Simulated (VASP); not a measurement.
**CdO (Monteponite): single point with PBEsol**

CdO (Monteponite):

```xyz
2
Lattice="0.0000 2.3495 2.3495 2.3495 0.0000 2.3495 2.3495 2.3495 0.0000" Properties=species:S:1:pos:R:3 pbc="T T T"
Cd    0.0000    0.0000    0.0000
O     2.3495    2.3495    2.3495
```

```yaml
Program: VASP 6.6.1
Task: single point
Functional: PBEsol
Potentials_or_basis: VASP PAW PBE potentials, release 64 (Cd, O)
Cutoff: 520 eV
k_mesh: 10 × 10 × 10
Occupations: fermi-dirac, width 0.05 eV
Spin: no spin polarisation
Ladder: free
Further_INCAR_settings: ALGO = Normal; EDIFF = 1e-07; NBANDS = 16
```

- Pressure: 0.8 GPa
- Band gap on the k mesh: none (metal or under the smearing width)

Levels at points of the mesh, in eV from the Fermi level:
```tsv
k point	band 7	band 8	band 9	band 10	band 11	band 12
(0.00, 0.00, 0.00)	-1.53	-1.53	-1.53	-0.70	14.60	16.72
(0.50, 0.00, 0.00)	-4.00	-0.16	-0.16	4.12	7.08	11.64
(0.50, 0.50, 0.00)	-4.58	-2.52	-2.52	3.60	8.27	10.89
```

Wall time 26 s on 1 thread of Intel(R) Xeon(R) Platinum 8488C (Sapphire Rapids), with other jobs on the host, peak memory 0.16 GiB.

Caveat: the PAW data sets were made with another functional, which shifts forces and pressure a little; this crystal is a semiconductor, whose small gap the functional closes, so the metal is an error of the method.
